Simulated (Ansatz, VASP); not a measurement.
**Ru: VASP beside Ansatz**

INCAR

```
PREC = Accurate
ENCUT = 520
EDIFF = 1E-7
ISMEAR = -1
SIGMA = 0.05
LREAL = F
LASPH = T
NELM = 60
ALGO = Normal
ISIF = 2
LWAVE = F
LCHARG = F
GGA = PE
NBANDS = 21
```

File KPOINTS:

```
regular mesh
0
Gamma
  11 11 6
```

The input POSCAR:

```
Ru
1.0
    2.7058000000      0.0000000000      0.0000000000
   -1.3529000000      2.3432915376      0.0000000000
    0.0000000000      0.0000000000      4.2819000000
Ru
2
Direct
    0.6723620000      0.3438460000      0.7451840000
    0.3215740000      0.6804310000      0.2436670000
```

The input input.yaml:

```yaml
crystal:
  lattice:
    - [2.7058, 0.0, 0.0]
    - [-1.3529, 2.3432915376, 0.0]
    - [0.0, 0.0, 4.2819]
  atoms:
    - { symbol: Ru, position: [0.672362, 0.343846, 0.745184] }
    - { symbol: Ru, position: [0.321574, 0.680431, 0.243667] }
hamiltonian:
  xc: pbe
  pseudopotentials: { kind: paw }
kpoints:
  mp_grid: { grid: [11, 11, 6] }
scf:
  occupations: { method: fermi_dirac, width: 0.05 }
output:
  forces: true
  stress: true
  eigenvalues: true
```

Change from the starting cell: atoms moved at random, drawn with an rms of 0.05 Å.

Alike in both runs: task single point; functional PBE; k mesh 11 × 11 × 6; occupations fermi-dirac, width 0.05 eV; no spin polarisation.

|  | VASP | Ansatz |
| --- | --- | --- |
| version | VASP 6.6.1 | Ansatz 0.2.0 |
| potentials or method | VASP PAW PBE potentials, release 64 (Ru_pv) | Ansatz PAW |
| plane-wave cutoff (eV) | 520 | 420 |
| valence electrons in the cell | 28 | 32 |

```csv
,VASP,Ansatz,Ansatz less VASP
gap on the k mesh at the Fermi level (eV),none,none,-
pressure (GPa),4.6,4.7,+0.08
largest component of the traceless stress (GPa),1.04,1.03,-0.007
rms of the force components (eV/Å),0.202,0.202,0.0000
```

Atom by atom the forces differ by 0.001 eV/Å (rms over components). A gap of «none» marks a metal or a gap that the smearing closes. The two sets of potentials don't hold the same shells in valence.
